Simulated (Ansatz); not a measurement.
Write the native input for Ansatz 0.2.0 that does the following.

```yaml
Task: relaxation of cell and atoms
Functional: r2SCAN
Potentials_or_basis: Ansatz PAW
Cutoff: "500 eV (not typed: the program's choice for these potentials)"
k_mesh: 8 × 8 × 8
Occupations: fermi-dirac, width 0.05 eV
Spin: no spin polarisation
Target_pressure_GPa: 0
```

The system is TiSi2.

```
CELL_PARAMETERS angstrom
1.76511 -6.75928 0.00000
1.76511 6.75928 0.00000
0.00000 0.00000 3.56517
ATOMIC_POSITIONS crystal
Ti 0.10312 0.89688 0.25000
Ti 0.89688 0.10312 0.75000
Si 0.75031 0.24969 0.25000
Si 0.24969 0.75031 0.75000
Si 0.44175 0.55825 0.25000
Si 0.55825 0.44175 0.75000
```

The cell comes from a database or a generator and needn't be the stable form of this composition.

These files were run (other wordings do the same):

input.yaml

```yaml
crystal:
  lattice:
    - [1.765105025, -6.759281535, 0.0]
    - [1.765105025, 6.759281535, 0.0]
    - [0.0, 0.0, 3.56517397]
  atoms:
    - { symbol: Ti, position: [0.10311808, 0.89688192, 0.25] }
    - { symbol: Ti, position: [0.89688192, 0.10311808, 0.75] }
    - { symbol: Si, position: [0.75031482, 0.24968518, 0.25] }
    - { symbol: Si, position: [0.24968518, 0.75031482, 0.75] }
    - { symbol: Si, position: [0.44174855, 0.55825145, 0.25] }
    - { symbol: Si, position: [0.55825145, 0.44174855, 0.75] }
hamiltonian:
  xc: r2scan
  pseudopotentials: { kind: paw }
kpoints:
  mp_grid: { grid: [8, 8, 8] }
scf:
  occupations: { method: fermi_dirac, width: 0.05 }
output:
  forces: true
  stress: true
  eigenvalues: true
relax:
  f_tol: 0.01
  max_steps: 40
  cell: { stress_tol: 0.05 }
```

Potentials or basis: Ansatz PAW.

Command:

```bash
$ ansatz run input.yaml --threads 2 --pin off --max-ram 5632MiB --backend cpu --events-out ev --progress --plain --runs-dir out
```

It gave:

```yaml
Relaxed_volume: 14.16 Å³/atom
Relaxed_cell: a = 6.979 Å, b = 6.979 Å, c = 3.565 Å, α = 90.00°, β = 90.00°, γ = 150.71°
Space_group_after_relaxing_to_0.05_Å: Cmcm (No. 63)
Energy_gained_by_relaxing: 0.0 meV/atom
Ionic_steps: 4
Pressure_after_relaxing: 0.0 GPa
Largest_force_after_relaxing: 0.003 eV/Å
Band_gap_on_the_k_mesh: none (metal or under the smearing width)
```

Caveat: the plane-wave basis is chosen anew once the cell has moved, so the energies of steps on either side of that aren't comparable; the PAW data sets come from PBE, with cores solved anew for the run's functional, which leaves a small shift of forces and pressure.

It took 58 s on 2 threads of Arm Neoverse V2 (shared host), peak memory 0.9 GiB.
